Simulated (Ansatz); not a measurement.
AlFe3:

```
Fe Al
1.0
     0.00000    2.88714    2.88714
     2.88714    0.00000    2.88714
     2.88714    2.88714    0.00000
Fe Al
3 1
Direct
  0.75000 0.75000 0.75000
  0.25000 0.25000 0.25000
  0.50000 0.50000 0.50000
  0.00000 0.00000 0.00000
```

The cell comes from a database or a generator and needn't be the stable form of this composition.

Base run:

* Program: Ansatz 0.2.0
* Functional: PBEsol
* Potentials or basis: Ansatz PAW
* Cutoff: 420 eV (not typed: the program's choice for these potentials)
* k mesh: 8 × 8 × 8
* Occupations: fermi-dirac, width 0.05 eV
* Spin: collinear spin, ferromagnetic start
* Starting moments: [3.0, 3.0, 3.0, 0.0] μB

Its results: band gap on the k mesh none (metal or under the smearing width); pressure -9.9 GPa.

After a change of settings the same cell gave: band gap on the k mesh none (metal or under the smearing width); pressure -22.0 GPa. Which change was it?
A. spin from collinear spin, ferromagnetic start to collinear spin, antiferromagnetic start; moments at the start from [3.0, 3.0, 3.0, 0.0] to [3.0, -3.0, 3.0, 0.0]
B. moments at the start from [3.0, 3.0, 3.0, 0.0] to [4.5, 4.5, 4.5, 0.0]
C. spin from collinear spin, ferromagnetic start to collinear spin, random start; moments at the start from [3.0, 3.0, 3.0, 0.0] to [2.68, -3.35, 1.58, 0.0]
D. spin from collinear spin, ferromagnetic start to no spin polarisation

D.

Caveats: the PAW data sets come from PBE, with cores solved anew for the run's functional, which leaves a small shift of forces and pressure.
